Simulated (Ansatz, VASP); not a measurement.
# One calculation of TiC, two programs

```
CELL_PARAMETERS angstrom
0.00000 2.12176 2.12176
2.12176 0.00000 2.12176
2.12176 2.12176 0.00000
ATOMIC_POSITIONS crystal
Ti 0.00000 0.00000 0.00000
C 0.50000 0.50000 0.50000
```

Alike in both runs: functional PBEsol; k mesh 16 × 16 × 16; occupations gaussian, width 0.1 eV; no spin polarisation.

Ansatz relaxed the structure, and its values are those at the end. VASP's run is a single point on that final structure, the one shown.

|  | VASP | Ansatz |
| --- | --- | --- |
| version | VASP 6.6.1 | Ansatz 0.2.0 |
| potentials or method | VASP PAW PBE potentials, release 64 (Ti_sv, C) | scalar-relativistic, plane waves, PAW |
| plane-wave cutoff (eV) | 520 | 420 |
| valence electrons in the cell | 16 | 16 |

|  | VASP | Ansatz | Ansatz less VASP |
| --- | --- | --- | --- |
| gap on the k mesh at the Fermi level (eV) | none | none | - |
| pressure (GPa) | 10.3 | 10.0 | -0.24 |

A gap of «none» marks a metal or a gap that the smearing closes. The functional is the same, so the differences come from potentials, cutoffs and numerics.

Caveats: the PAW data sets were made with another functional, which shifts forces and pressure a little (VASP).
